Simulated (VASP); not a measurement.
Set up this calculation in VASP 6.6.1, as the native input.

* Task: single point
* Functional: PBEsol
* Potentials or basis: VASP PAW PBE potentials, release 64 (Os)
* Cutoff: 520 eV
* k mesh: 15 × 15 × 15
* Occupations: gaussian, width 0.1 eV
* Spin: no spin polarisation
* Dipole correction: no
* Further INCAR settings: ALGO = Normal; EDIFF = 1e-06; NBANDS = 10

The structure of Os lies in POSCAR:

```
Os
1.0
    2.7013757172      0.0000000000      0.0000000000
   -1.3506878586      2.3394599963      0.0000000000
    1.3506878586      0.7798199988      2.2056640369
Os
1
Direct
    0.0000000000      0.0000000000      0.0000000000
```

This isn't the form of Os at room conditions, which is hcp.

The cell isn't the ideal one: bulk in the cell of the (1 1 1) plane.

These files were run (other wordings do the same):

INCAR

```
PREC = Accurate ; ENCUT = 520
EDIFF = 1E-6 ; ISMEAR = 0
SIGMA = 0.1 ; LREAL = False
LASPH = True ; NELM = 100
ALGO = Normal ; ISIF = 2
LWAVE = False ; LCHARG = False
GGA = PS ; NBANDS = 10
```

KPOINTS

```
Automatic mesh
0
Gamma
  15 15 15
```

Potentials or basis: VASP PAW PBE potentials, release 64 (Os).

Run with:

```bash
$ cat potpaw_PBE.64/Os/POTCAR > POTCAR
$ mpirun -np 1 vasp_std > vasp.out
```

It gave:

```
Pressure               : 0.4 GPa
Band gap on the k mesh : none (metal or under the smearing width)
```

Caveat: the PAW data sets were made with another functional, which shifts forces and pressure a little.

Run time: 11 s on 1 thread of Intel(R) Xeon(R) Platinum 8259CL CPU @ 2.50GHz (Skylake/Cascade Lake), with other jobs on the host, peak memory 0.14 GiB.
